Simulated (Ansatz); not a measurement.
ZnS (Wurtzite-2H):

```xyz
4
Lattice="3.8110 0.0000 0.0000 -1.9055 3.3004 0.0000 0.0000 0.0000 6.2340" Properties=species:S:1:pos:R:3 pbc="T T T"
Zn    1.9055    1.1001    3.1170
Zn    0.0000    2.2003    0.0000
S     1.9055    1.1001    5.5171
S     0.0000    2.2003    2.4001
```

```yaml
Program: Ansatz 0.2.0
Task: relaxation of cell and atoms
Functional: BLYP
Dispersion: D4
Potentials_or_basis: Ansatz PAW
Cutoff: "420 eV (not typed: the program's choice for these potentials)"
k_mesh: 8 × 8 × 5
Occupations: fermi-dirac, width 0.05 eV
Spin: no spin polarisation
```

At the start: volume 19.60 Å³/atom.

Q: How do energy, volume and symmetry change on relaxing?

A: It ends after 5 steps and the volume is 19.75 Å³/atom (+0.8 %); space group P6_3mc (No. 186, to 0.05 Å).

Step by step:
| step | energy change (eV) | largest force (eV/Å) | volume (Å³) |
| --- | --- | --- | --- |
| 1 | 0.0000 | 0.3437 | 78.41 |
| 2 | -0.0142 | 0.2408 | 78.82 |
| 3 | -0.0244 | 0.0753 | 78.71 |
| 4 | -0.0255 | 0.0001 | 79.01 |
| 5 | -0.0257 | 0.0001 | 79.01 |

Final structure:
```xyz
4
Lattice="3.8123 0.0000 0.0000 -1.9062 3.3016 0.0000 0.0000 0.0000 6.2774" Properties=species:S:1:pos:R:3 pbc="T T T"
Zn    1.9062    1.1005    3.1756
Zn    0.0000    2.2011    0.0370
S     1.9062    1.1005    5.5185
S     0.0000    2.2011    2.3798
```

Caveat: the plane-wave basis is chosen anew once the cell has moved, so the energies of steps on either side of that aren't comparable; the PAW data sets come from PBE, with cores solved anew for the run's functional, which leaves a small shift of forces and pressure.
